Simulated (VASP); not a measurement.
# Si (Fd-3m) in VASP: further runs, part 2 of 2

VASP 6.6.1. The steps go on from the part before.

## Step 3: Relaxation of cell and atoms, PBEsol

This run uses another cell than the first one, of 20.16 Å³/atom, 1.005 times its volume.

The input, INCAR:

```
ALGO     = Normal         # electronic algorithm
EDIFF    = 1E-6           # SCF threshold, eV
EDIFFG   = -0.01          # ionic threshold
ENCUT    = 600            # plane-wave cutoff, eV
GGA      = PS             # functional
IBRION   = 2              # ionic algorithm
ISIF     = 3              # what is computed and relaxed
ISMEAR   = 0              # smearing method
LASPH    = T              # aspherical terms in the spheres
LCHARG   = F              # write CHGCAR
LREAL    = F              # projectors in reciprocal space
LWAVE    = F              # write WAVECAR
NELM     = 100            # most SCF steps
NSW      = 100            # ionic steps
PREC     = Accurate       # precision mode
SIGMA    = 0.02           # smearing width, eV
```

The input, KPOINTS:

```
k-points
0
Gamma
  8 8 8
```

The input, POSCAR:

```
Si
1.0
    0.0000000000      2.7218511865      2.7218511865
    2.7218511865      0.0000000000      2.7218511865
    2.7218511865      2.7218511865      0.0000000000
Si
2
Direct
    0.2500000000      0.2500000000      0.2500000000
    0.0000000000      0.0000000000      0.0000000000
```

Potentials or basis: VASP PAW PBE potentials, release 64 (Si).

Run with:

```bash
cat potpaw_PBE.64/Si/POTCAR > POTCAR
mpirun -np 1 vasp_std > vasp.out
```

OUTCAR:

```text
EDIFF = 1E-6
   EDIFFG = -0.01
   ENCUT = 600
   GGA = PS
   IBRION = 2
   ISIF = 3
   ISMEAR = 0
   LASPH = T
   LREAL = F
   NELM = 100
   NSW = 100
   PREC = Accurate

 ion  position               nearest neighbor table
   1  0.250  0.250  0.250-   2 2.36   2 2.36   2 2.36   2 2.36
   2  0.000  0.000  0.000-   1 2.36   1 2.36   1 2.36   1 2.36

  LATTYP: Found a face centered cubic cell.
 ALAT       =     5.4437023730

  Lattice vectors:

 A1 = (   0.0000000000,   2.7218511865,   2.7218511865)
 A2 = (   2.7218511865,   0.0000000000,   2.7218511865)
 A3 = (   2.7218511865,   2.7218511865,   0.0000000000)

Analysis of symmetry for initial positions (statically):
=====================================================================
 Subroutine PRICEL returns:
 Original cell was already a primitive cell.

 Routine SETGRP: Setting up the symmetry group for a
 face centered cubic supercell.

 Subroutine GETGRP returns: Found 48 space group operations
 (whereof 24 operations were pure point group operations)
 out of a pool of 48 trial point group operations.

The static configuration has the point symmetry T_d .
 The point group associated with its full space group is O_h .

Analysis of symmetry for dynamics (positions and initial velocities):
=====================================================================
 Subroutine PRICEL returns:
 Original cell was already a primitive cell.

 Routine SETGRP: Setting up the symmetry group for a
 face centered cubic supercell.

 Subroutine GETGRP returns: Found 48 space group operations
 (whereof 24 operations were pure point group operations)
 out of a pool of 48 trial point group operations.

The dynamic configuration has the point symmetry T_d .
 The point group associated with its full space group is O_h .

 Subroutine INISYM returns: Found 48 space group operations
 (whereof 24 operations are pure point group operations),
 and found     1 'primitive' translations

----------------------------------------------------------------------------------------

                                     Primitive cell

  volume of cell :      40.3295

  direct lattice vectors                    reciprocal lattice vectors
     0.000000000  2.721851186  2.721851186    -0.183698507  0.183698507  0.183698507
     2.721851186  0.000000000  2.721851186     0.183698507 -0.183698507  0.183698507
     2.721851186  2.721851186  0.000000000     0.183698507  0.183698507 -0.183698507

  length of vectors
     3.849278863  3.849278863  3.849278863     0.318175148  0.318175148  0.318175148

  position of ions in fractional coordinates (direct lattice)
     0.250000000  0.250000000  0.250000000
     0.000000000  0.000000000  0.000000000

  ion indices of the primitive-cell ions
   primitive index   ion index
                 1           1
                 2           2

----------------------------------------------------------------------------------------

 KPOINTS: k-points

Automatic generation of k-mesh.
 Grid dimensions read from file:
 generate k-points for:    8    8    8

 Generating k-lattice:

  Cartesian coordinates                     Fractional coordinates (reciprocal lattice)
[... 49 lines left out ...]
   NGXF,Y,Z  is equivalent  to a cutoff of  27.64, 27.64, 27.64 a.u.
 SYSTEM =  unknown system
   PREC   = accura    normal or accurate (medium, high low for compatibility)
   ISTART =      0    job   : 0-new  1-cont  2-samecut
   ICHARG =      2    charge: 1-file 2-atom 10-const
   ISPIN  =      1    spin polarized calculation?
   LNONCOLLINEAR =      F non collinear calculations
   LSORBIT =      F    spin-orbit coupling
   LASPH  =      T    aspherical Exc in radial PAW
   ENCUT  =  600.0 eV  44.10 Ry    6.64 a.u.   7.69  7.69  7.69*2*pi/ulx,y,z
   NELM   =    100;   NELMIN=  2; NELMDL= -5     # of ELM steps
   EDIFF  = 0.1E-05   stopping-criterion for ELM
   LREAL  =      F    real-space projection
   EDIFFG = -.1E-01   stopping-criterion for IOM
   NSW    =    100    number of steps for IOM
   IBRION =      2    ionic relax: 0-MD 1-quasi-New 2-CG
   NFREE  =      1    steps in history (QN), initial steepest desc. (CG)
   ISIF   =      3    stress and relaxation
   ISYM   =      2    0-nonsym 1-usesym 2-fastsym
   POTIM  = 0.5000    time-step for ionic-motion
   TEBEG  =    0.0;   TEEND  =   0.0 temperature during run
   PSTRESS=    0.0 pullay stress
   NELECT =       8.0000    total number of electrons
   NUPDOWN=      -1.0000    fix difference up-down
   EMIN   =  10.00;   EMAX   =-10.00  energy-range for DOS
   EFERMI =   0.00;   METHOD = LEGACY
   ISMEAR =     0;   SIGMA  =   0.02  broadening in eV -4-tet -1-fermi 0-gaus
   EFERMI_NEDOS =   21; number of points for ismear=-14 and -15
   IALGO  =     38    algorithm
   IMIX   =      4    mixing-type and parameters
     AMIX     =   0.40;   BMIX     =  1.00
     AMIX_MAG =   1.60;   BMIX_MAG =  1.00
  volume/ion in A,a.u.               =      20.16       136.08
  Fermi-wavevector in a.u.,A,eV,Ry     =   0.954766  1.804247 12.402783  0.911579
  Thomas-Fermi vector in A             =   2.083543
   LORBIT       =      0    0 simple, 1 ext, 2 COOP (PROOUT), +10 PAW based schemes
   GGA     = PS    functional components
   LHFCALC =     F    Hartree Fock is set to
   AEXX    =    0.0000 exact exchange contribution
   IVDW    =     0    specifies the selected vdW correction
   LEPSILON=     F    determine dielectric tensor
   LRPA    =     F    only Hartree local field effects (RPA)
 conjugate gradient relaxation of ions
 non-spin polarized calculation
 Gauss-broadening in eV      SIGMA  =   0.02
  energy-cutoff  :      600.00
  volume of cell :       40.33
 maximum number of plane-waves:      1365
   NGX = 15   NGY = 15   NGZ = 15

--------------------------------------- Ionic step        1  -------------------------------------------

 number of electron       8.0000000 magnetization

 Free energy of the ion-electron system (eV)
  ---------------------------------------------------
  ext. energy  EPLUGINS =         0.00000000
  ---------------------------------------------------
  free energy    TOTEN  =       -11.48887723 eV

  energy without entropy =      -11.48887723  energy(sigma->0) =      -11.48887723

------------------------ aborting loop because EDIFF is reached ----------------------------------------

  FORCE on cell =-STRESS in cart. coord.  units (eV):
  Direction    XX          YY          ZZ          XY          YZ          ZX
  --------------------------------------------------------------------------------------
  -------------------------------------------------------------------------------------
  Total       -0.0992277     -0.0992277     -0.0992277     -0.0000000      0.0000000     -0.0000000
  in kB       -3.9420359     -3.9420359     -3.9420359     -0.0000000      0.0000000     -0.0000000
  external PRESSURE =      -3.9420359 kB  Pullay stress =       0.0000000 kB
[... 59 lines left out ...]
--------------------------------------- Ionic step        3  -------------------------------------------

 number of electron       7.9999999 magnetization

 Free energy of the ion-electron system (eV)
  ---------------------------------------------------
  ext. energy  EPLUGINS =         0.00000000
  ---------------------------------------------------
  free energy    TOTEN  =       -11.48909574 eV

  energy without entropy =      -11.48909574  energy(sigma->0) =      -11.48909574

 E-fermi :   5.8565     XC(G=0):  -9.5419

 val. band max:        5.7630019984   @ k =   0.0000   0.0000   0.0000
 cond. band min:       6.2701455587   @ k =   0.3750   0.3750   0.0000
 fundamental gap:      0.5071435603
 Fermi energy:         5.8565384630

 k-point     1 :       0.0000    0.0000    0.0000
  band No.  band energies     occupation
      1      -6.2082      2.00000
      2       5.7630      2.00000
      3       5.7630      2.00000
      4       5.7630      2.00000
      5       8.2784      0.00000
      6       8.2784      0.00000
      7       8.2784      0.00000
      8       9.0548      0.00000
[... 243 lines left out ...]
 k-point    24 :      -0.3750    0.2500    0.1250
  band No.  band energies     occupation
      1      -3.3267      2.00000
      2      -1.0436      2.00000
      3       2.2812      2.00000
      4       3.5845      2.00000
      5       8.7573      0.00000
      6       8.8009      0.00000
      7      11.6148      0.00000
      8      12.7923      0.00000

 [... further k-points ...]

------------------------ aborting loop because EDIFF is reached ----------------------------------------

  FORCE on cell =-STRESS in cart. coord.  units (eV):
  Direction    XX          YY          ZZ          XY          YZ          ZX
  --------------------------------------------------------------------------------------
  -------------------------------------------------------------------------------------
  Total        0.0015554      0.0015554      0.0015554      0.0000000      0.0000000      0.0000000
  in kB        0.0620606      0.0620606      0.0620606      0.0000000      0.0000000      0.0000000
  external PRESSURE =       0.0620606 kB  Pullay stress =       0.0000000 kB
[... 17 lines left out ...]
  FREE ENERGIE OF THE ION-ELECTRON SYSTEM (eV)
  ---------------------------------------------------
  free  energy   TOTEN  =       -11.4890957410 eV

  energy  without entropy=      -11.4890957410  energy(sigma->0) =      -11.48909574

 reached required accuracy - stopping structural energy minimisation
```

It took 7.3 s on 1 thread of Intel Xeon 6975P-C (Granite Rapids), shared host; peak memory 0.17 GiB.

What came out:

- Free energy: -11.4891 eV
- Relaxed volume: 20.08 Å³/atom
- Relaxed cell: a = 3.844 Å, b = 3.844 Å, c = 3.844 Å, α = 60.00°, β = 60.00°, γ = 60.00°
- Space group after relaxing (to 0.05 Å): Fd-3m (No. 227)
- Energy gained by relaxing: 0.1 meV/atom
- Ionic steps: 3
- Pressure after relaxing: 0.0 GPa
- Band gap on the k mesh: 0.51 eV, indirect (least direct gap 2.52 eV)

The path:
| step | energy change (eV) | largest force (eV/Å) | pressure (GPa) | volume (Å³) |
| --- | --- | --- | --- | --- |
| 1 | 0.0000 | 0.0000 | -0.39 | 40.33 |
| 2 | -0.0001 | 0.0000 | 0.27 | 40.04 |
| 3 | -0.0002 | 0.0000 | 0.01 | 40.16 |

Final structure:
```yaml
crystal:
  lattice:
    - [0.00000, 2.71793, 2.71793]
    - [2.71793, 0.00000, 2.71793]
    - [2.71793, 2.71793, 0.00000]
  atoms:
    - { symbol: Si, position: [0.25000, 0.25000, 0.25000] }
    - { symbol: Si, position: [0.00000, 0.00000, 0.00000] }
```

Caveat: the PAW data sets were made with another functional, which shifts forces and pressure a little.

## Step 4: Single point, PBEsol

The input, INCAR:

```
SYSTEM = Si
ALGO     = Normal         ! electronic algorithm
EDIFF    = 1E-6           ! SCF threshold, eV
ENCUT    = 520            ! plane-wave cutoff, eV
GGA      = PS             ! functional
ISIF     = 2              ! what is computed and relaxed
ISMEAR   = 0              ! smearing method
LASPH    = .True.         ! aspherical terms in the spheres
LCHARG   = .False.        ! write CHGCAR
LREAL    = .False.        ! projectors in reciprocal space
LWAVE    = .False.        ! write WAVECAR
NBANDS   = 11             ! bands
NELM     = 100            ! most SCF steps
PREC     = Accurate       ! precision mode
SIGMA    = 0.02           ! smearing width, eV
```

The input, KPOINTS:

```
k-points
0
Gamma
  12 12 12
  0 0 0
```

The input, POSCAR:

```
Si
1.0
    0.0000000000      2.7169170817      2.7169170817
    2.7169170817      0.0000000000      2.7169170817
    2.7169170817      2.7169170817      0.0000000000
Si
2
Direct
    0.2500000000      0.2500000000      0.2500000000
    0.0000000000      0.0000000000      0.0000000000
```

Run with:

```bash
cat potpaw_PBE.64/Si/POTCAR > POTCAR
mpirun -np 1 vasp_std > vasp.out
```

It took 13 s on 1 thread of Intel Xeon 6975P-C (Granite Rapids), shared host; peak memory 0.17 GiB.

It converged, with:

| Property | Result |
| --- | --- |
| Free energy | -11.4932 eV |
| Pressure | 0.1 GPa |
| Band gap on the k mesh | 0.46 eV, indirect (least direct gap 2.52 eV) |

Levels at points of the mesh, in eV from the valence-band top:
```tsv
k point	band 1	band 2	band 3	band 4	band 5	band 6	band 7	band 8	band 9
(0.00, 0.00, 0.00)	-11.98	0.00	0.00	0.00	2.52	2.52	2.52	3.30	7.69
(0.50, 0.00, 0.00)	-9.63	-7.01	-1.20	-1.20	1.46	3.27	3.27	7.51	10.51
(0.50, 0.50, 0.00)	-7.82	-7.82	-2.87	-2.87	0.59	0.59	10.05	10.05	10.93
```

Caveat: the PAW data sets were made with another functional, which shifts forces and pressure a little.

## Step 5: Relaxation of cell and atoms, PBEsol

The input, INCAR:

```
SYSTEM = Si
PREC = Accurate
ENCUT = 600
EDIFF = 1E-6
ISMEAR = 0
SIGMA = 0.02
LREAL = .FALSE.
LASPH = .TRUE.
NELM = 100
ALGO = Normal
ISIF = 3
LWAVE = .FALSE.
LCHARG = .FALSE.
GGA = PS
IBRION = 2
NSW = 100
EDIFFG = -0.01
```

The input, KPOINTS:

```
regular mesh
0
G
  12 12 12
  0 0 0
```

POSCAR is that of step 4.

Run with:

```bash
cat potpaw_PBE.64/Si/POTCAR > POTCAR
mpirun -np 1 vasp_std > vasp.out
```

Wall time 11 s (1 thread of Intel Xeon 6975P-C (Granite Rapids), shared host); peak memory 0.17 GiB.

It converged, with:

```yaml
Free_energy: -11.4932 eV
Relaxed_volume: 20.09 Å³/atom
Relaxed_cell: a = 3.845 Å, b = 3.845 Å, c = 3.845 Å, α = 60.00°, β = 60.00°, γ = 60.00°
Space_group_after_relaxing_to_0.05_Å: Fd-3m (No. 227)
Energy_gained_by_relaxing: 0.0 meV/atom
Ionic_steps: 2
Pressure_after_relaxing: -0.1 GPa
Band_gap_on_the_k_mesh: 0.46 eV, indirect (least direct gap 2.52 eV)
```

Final structure:
```xyz
2
Lattice="0.0000 2.7186 2.7186 2.7186 0.0000 2.7186 2.7186 2.7186 0.0000" Properties=species:S:1:pos:R:3 pbc="T T T"
Si    1.3593    1.3593    1.3593
Si    2.7186    2.7186    5.4373
```

Levels at points of the mesh, in eV from the valence-band top:
```tsv
k point	band 1	band 2	band 3	band 4	band 5	band 6	band 7	band 8
(0.00, 0.00, 0.00)	-11.97	0.00	0.00	0.00	2.52	2.52	2.52	3.28
(0.50, 0.00, 0.00)	-9.62	-7.00	-1.20	-1.20	1.45	3.27	3.27	7.51
(0.50, 0.50, 0.00)	-7.82	-7.82	-2.86	-2.86	0.60	0.60	10.03	10.03
```

Caveat: the PAW data sets were made with another functional, which shifts forces and pressure a little. A k mesh can miss the band edges.

## Step 6: Single point, PBEsol

This run uses another cell than the first one: it holds 4 atoms, not 2.

The input, INCAR:

```
SYSTEM = Si
PREC = Accurate
ENCUT = 520
EDIFF = 1E-7
ISMEAR = 0
SIGMA = 0.01
LREAL = .False.
LASPH = .True.
NELM = 100
ALGO = Normal
ISIF = 2
LWAVE = .False.
LCHARG = .False.
GGA = PS
NBANDS = 16
```

The input, KPOINTS:

```
regular mesh
0
Gamma
  12 12 6
  0 0 0
```

The input, POSCAR:

```
Si
1.0
    3.8248898048      0.0000000000      0.0000000000
   -1.9124449024      3.3124517376      0.0000000000
    0.0000000000      0.0000000000      6.3242976510
Si
4
Direct
    0.3333333333      0.6666666667      0.0629975117
    0.6666666667      0.3333333333      0.5629975117
    0.3333333333      0.6666666667      0.4370024883
    0.6666666667      0.3333333333      0.9370024883
```

Potentials or basis: VASP PAW PBE potentials, release 64 (Si).

Run with:

```bash
cat potpaw_PBE.64/Si/POTCAR > POTCAR
mpirun -np 1 vasp_std > vasp.out
```

Run time: 31 s. Hardware: 1 thread of Intel Xeon 6975P-C (Granite Rapids), shared host; peak memory 0.21 GiB.

The run converged. Its results:

* Free energy: -22.9486 eV
* Pressure: 0.1 GPa
* Band gap on the k mesh: 0.29 eV, indirect (least direct gap 0.97 eV)

Levels at points of the mesh, in eV from the valence-band top:
```csv
k point,band 4,band 5,band 6,band 7,band 8,band 9,band 10,band 11,band 12,band 13
"(0.00, 0.00, 0.00)",-1.53,-1.53,-0.36,0.00,0.00,0.97,1.94,1.94,2.29,3.52
"(0.50, 0.00, 0.00)",-6.01,-4.74,-3.09,-3.06,-1.45,0.29,2.27,2.88,3.04,4.39
"(0.00, 0.00, 0.50)",-4.28,-0.94,-0.94,-0.94,-0.94,1.75,1.75,2.92,2.92,2.92
"(0.50, 0.00, 0.50)",-7.31,-2.49,-2.49,-2.45,-2.45,0.81,0.81,1.55,1.55,5.58
```

Caveat: the PAW data sets were made with another functional, which shifts forces and pressure a little. As with any semilocal functional, this PBEsol gap is likely too small.

## Step 7: Overview

| task | cell | k mesh | cutoff (eV) | smearing | gap on the mesh (eV) | pressure (GPa) | relaxed volume (Å³/atom) |
| --- | --- | --- | --- | --- | --- | --- | --- |
| single point | Fd-3m, 20.06 Å³/atom | 8 × 8 × 8 | 520 | gaussian 0.02 eV | 0.51 | 0.1 | - |
| relaxation of cell and atoms | relaxed | 8 × 8 × 8 | 600 | gaussian 0.02 eV | 0.51 | 0.0 | 20.08 |
| single point | Fd-3m, 20.06 Å³/atom | 12 × 12 × 12 | 520 | gaussian 0.02 eV | 0.46 | 0.1 | - |
| relaxation of cell and atoms | relaxed | 12 × 12 × 12 | 600 | gaussian 0.02 eV | 0.46 | -0.1 | 20.09 |
| single point | P6_3/mmc, 20.03 Å³/atom | 12 × 12 × 6 | 520 | gaussian 0.01 eV | 0.29 | 0.1 | - |

Alike in all rows: level PBEsol; potentials or basis VASP PAW PBE potentials, release 64 (Si); no spin polarisation.

On the cell as given the gap runs from 0.29 eV (PBEsol) to 0.51 eV (PBEsol); the meshes differ, which moves gaps too.

Caveats: the PAW data sets were made with another functional, which shifts forces and pressure a little.

Absolute energies hang on the potentials; compare differences alone.
